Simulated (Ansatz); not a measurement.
Bi2Se3, DFT, PBE, all-electron LAPW, scalar-relativistic (Ansatz 0.2.0), run on 2 threads of Arm Neoverse V1 on a shared host.

The cell is COD entry 9011965, as deposited and not checked against the literature; nothing was relaxed. The listed cell was then made from it by scaling, straining or moving an atom.

Command: `ansatz run input.yaml --threads 2 --pin off --max-ram 6144MiB --backend cpu --events-out ev --progress --plain --runs-dir out`

```yaml
crystal:
  lattice:
    - [2.0714992968, 1.1959806766, 9.7362366]
    - [-2.0714992968, 1.1959806766, 9.7362366]
    - [0.0, -2.3919613533, 9.7362366]
  atoms:
    - { symbol: Bi, position: [0.4008, 0.4008, 0.4008] }
    - { symbol: Bi, position: [0.5992, 0.5992, 0.5992] }
    - { symbol: Se, position: [0.0, 0.0, 0.0] }
    - { symbol: Se, position: [0.2117, 0.2117, 0.2117] }
    - { symbol: Se, position: [0.7883, 0.7883, 0.7883] }
kpoints:
  mp_grid: { grid: [6, 6, 6] }
  band_path:
    path:
      - [0.0, 0.0, 0.0]
      - [0.5, 0.5, 0.5]
      - [0.8232738696, 0.1767261304, 0.5]
      - [0.5, -0.1767261304, 0.1767261304]
      - [0.5, 0.0, 0.0]
      - [0.0, 0.0, 0.0]
      - [0.3383630652, -0.3383630652, 0.0]
      - [0.6616369348, 0.0, 0.3383630652]
      - [0.5, 0.0, 0.5]
    npoints: 5
scf:
  occupations: { method: fermi_dirac, width: 0.03 }
hamiltonian:
  xc: pbe
  pseudopotentials: { kind: all_electron, lapw: { basis_error: 0.0005 } }
output:
  forces: true
  stress: true
  eigenvalues: true
```

(1) How large is the problem that the program sets up?

(2) Estimate the wall time and the peak memory.

Results:

(1) 32 irreducible k-points, 1219 plane waves at Γ, 88 bands.

(2) 76 s of wall time for 10 SCF iterations, with a peak of 0.81 GiB. Times on shared machines scatter by tens of per cent.
